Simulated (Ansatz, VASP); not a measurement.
## BaTe: VASP beside Ansatz

```
Ba Te
1.0
     0.00000    3.91444    3.91444
     3.91444    0.00000    3.91444
     3.91444    3.91444    0.00000
Ba Te
1 1
Direct
  0.00000 0.00000 0.00000
  0.25000 0.25000 0.25000
```

Alike in both runs: task single point; functional PBE; k mesh 8 × 8 × 8; occupations gaussian, width 0.05 eV; no spin polarisation.

```csv
,VASP,Ansatz
version,VASP 6.6.1,Ansatz 0.2.0
potentials or method,"VASP PAW PBE potentials, release 64 (Ba_sv, Te)","scalar-relativistic, plane waves, PAW"
plane-wave cutoff (eV),520,420
valence electrons in the cell,16,26
```

```tsv
	VASP	Ansatz	Ansatz less VASP
gap on the k mesh at the Fermi level (eV)	2.58	2.57	-0.011
least direct gap on the mesh (eV)	2.92	2.94	+0.023
pressure (GPa)	0.2	0.0	-0.20
```

The two sets of potentials don't hold the same shells in valence.

Caveats: spin-orbit coupling is left out, which moves the levels of the heavy elements. A hybrid or GW would open this gap; PBE tends to underestimate it. A k mesh can miss the band edges.
